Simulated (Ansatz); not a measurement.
GaN (F-43m): G0W0 and the choice of datasets

```
Ga N
1.0
     0.00000    2.23000    2.23000
     2.23000    0.00000    2.23000
     2.23000    2.23000    0.00000
Ga N
1 1
Direct
  0.00000 0.00000 0.00000
  0.25000 0.25000 0.25000
```

Held fixed (Ansatz):

| Property | Result |
| --- | --- |
| orbitals | PBE |
| k mesh | 4×4×4 |
| empty bands | 143 |
| response cutoff | 200 eV |
| frequencies | contour deformation |
| q → 0 term | analytic weight of Carrier, Rohra and Görling |
| band sums | cut at the band count |
| spin-orbit coupling | off |

The gap is read direct at Γ, linearised, between the Kohn-Sham band edges among the points solved. The direct gap is read between the top filled and lowest empty Kohn-Sham band at Γ. ε∞ is the electronic dielectric constant on this mesh.

**Question.** Taking all-electron, 3300 eV as the reference, which of the others (hard PAW, 700 eV; hand-made PAW, accurate, 1300 eV; hand-made PAW, 1020 eV; JTH PAW, 700 eV; soft PAW (1st gen.), 420 eV; norm-conserving, 1240 eV; all-electron, no relativity, 3300 eV) gives the gap farthest from it?

**Answer.** Farthest from all-electron, 3300 eV in the G0W0 gap: norm-conserving, 1240 eV (-0.76 eV). The nearest differs by 0.000 eV.

| datasets, wave cutoff | KS gap (eV) | G0W0 gap (eV) | direct at Γ (eV) | ε∞ |
| --- | --- | --- | --- | --- |
| all-electron, 3300 eV | 1.92 | 3.02 | 3.02 | 8.6 |
| hard PAW, 700 eV | 1.92 | 3.02 | 3.02 | 8.6 |
| hand-made PAW, accurate, 1300 eV | 1.92 | 3.02 | 3.02 | 8.6 |
| hand-made PAW, 1020 eV | 1.92 | 3.02 | 3.02 | 8.6 |
| JTH PAW, 700 eV | 1.89 | 3.06 | 3.06 | 8.7 |
| soft PAW (1st gen.), 420 eV | 1.90 | 3.00 | 3.00 | 8.7 |
| norm-conserving, 1240 eV | 1.92 | 2.26 | 2.26 | 8.6 |
| all-electron, no relativity, 3300 eV | 2.10 | 3.26 | 3.26 | 7.7 |

The cell is a model at fixed atoms and needn't be the relaxed known crystal. Soft PAW datasets can miss an all-electron G0W0 gap by more than 5 %. With norm-conserving pseudopotentials the core–valence exchange is only approximate, which can shift gaps by tenths of an eV and RPA lattice constants by most of a per cent. The mesh is coarse, so these are values at the stated settings, not converged ones. Band sums or response are cut, so the gap isn't at its basis limit. Filled d shells converge slowest, and with PAW files the limit can differ from the all-electron one by tenths of an eV. Meshes this coarse can overestimate the dielectric constant by a tenth and more.
